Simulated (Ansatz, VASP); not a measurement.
This is a calculation of NaI for Ansatz 0.2.0.

The input input.yaml:

```yaml
crystal:
  lattice:
    - [0.0, 3.2998749385, 3.2998749385]
    - [3.2998749385, 0.0, 3.2998749385]
    - [3.2998749385, 3.2998749385, 0.0]
  atoms:
    - { symbol: I, position: [0.5, 0.5, 0.5] }
    - { symbol: Na, position: [0.0, 0.0, 0.0] }
kpoints:
  mp_grid: { grid: [7, 7, 7] }
scf:
  occupations: { method: fermi_dirac, width: 0.05 }
hamiltonian:
  xc: lda
  pseudopotentials: { kind: all_electron, lapw: { basis_error: 0.001 } }
output:
  forces: true
  stress: true
  eigenvalues: true
```

Potentials or basis: all-electron LAPW, scalar-relativistic.

The run is started by

```bash
$ ansatz run input.yaml --threads 1 --pin off --max-ram 3072MiB --backend cpu --events-out ev --progress --plain --runs-dir out
```

Q: Translate it to VASP 6.6.1. Potentials there: VASP PAW LDA potentials, release 64 (I, Na_pv).

A: As run (the cutoff follows the program's own potentials):

Contents of INCAR:

```
  PREC = Accurate
  ENCUT = 520
  EDIFF = 1E-6
  ISMEAR = -1
  SIGMA = 0.05
  LREAL = False
  LASPH = True
  NELM = 60
  ALGO = Normal
  ISIF = 2
  LWAVE = False
  LCHARG = False
  NBANDS = 14
```

File KPOINTS:

```
regular mesh
0
Gamma
  7 7 7
```

The input POSCAR:

```
NaI
1.0
    0.0000000000      3.2998749385      3.2998749385
    3.2998749385      0.0000000000      3.2998749385
    3.2998749385      3.2998749385      0.0000000000
I Na
1 1
Direct
    0.5000000000      0.5000000000      0.5000000000
    0.0000000000      0.0000000000      0.0000000000
```

Potentials or basis: VASP PAW LDA potentials, release 64 (I, Na_pv).

Launch:

```console
$ cat potpaw_LDA.64/I/POTCAR potpaw_LDA.64/Na_pv/POTCAR > POTCAR
$ mpirun -np 1 vasp_std > vasp.out
```

Both were run:

|  | VASP | Ansatz | Ansatz less VASP |
| --- | --- | --- | --- |
| gap on the k mesh at the Fermi level (eV) | 3.20 | 3.19 | -0.012 |
| least direct gap on the mesh (eV) | 3.20 | 3.19 | -0.012 |
| pressure (GPa) | -2.2 | -2.2 | -0.02 |

Ansatz ran all-electron here, so the differences hold the error of VASP's frozen core and of both bases.

Caveats: spin-orbit coupling is left out, which moves the levels of the heavy elements.
